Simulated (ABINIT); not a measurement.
# Re in ABINIT: the effect of dispersion

The system is Re.

```
Re
1.0
     2.76080    0.00000    0.00000
    -1.38040    2.39092    0.00000
     0.00000    0.00000    4.45820
Re
2
Direct
  0.66667 0.33333 0.75000
  0.33333 0.66667 0.25000
```

Alike in all runs:

```yaml
Program: ABINIT 10.8.3 (patched build)
Task: relaxation of cell and atoms
Functional: PBE
Potentials_or_basis: Ansatz PAW PBE default generated set, frozen core
Cutoff: 419 eV
k_mesh: 11 × 11 × 6
Occupations: fermi-dirac, width 0.05 eV
Spin: no spin polarisation
```

Each run relaxes the cell or the atoms first.

Task: One run gave: relaxed volume 14.95 Å³/atom. Which dispersion did it use?
A. D3(BJ)
B. none
C. D3

Result: B.

```csv
dispersion,relaxed volume (Å³/atom)
none,14.95
D3,14.64
D3(BJ),14.66
```

Caveats: the atomic spheres overlap; pairwise dispersion overbinds metals, which lowers pressure and volume (some runs).
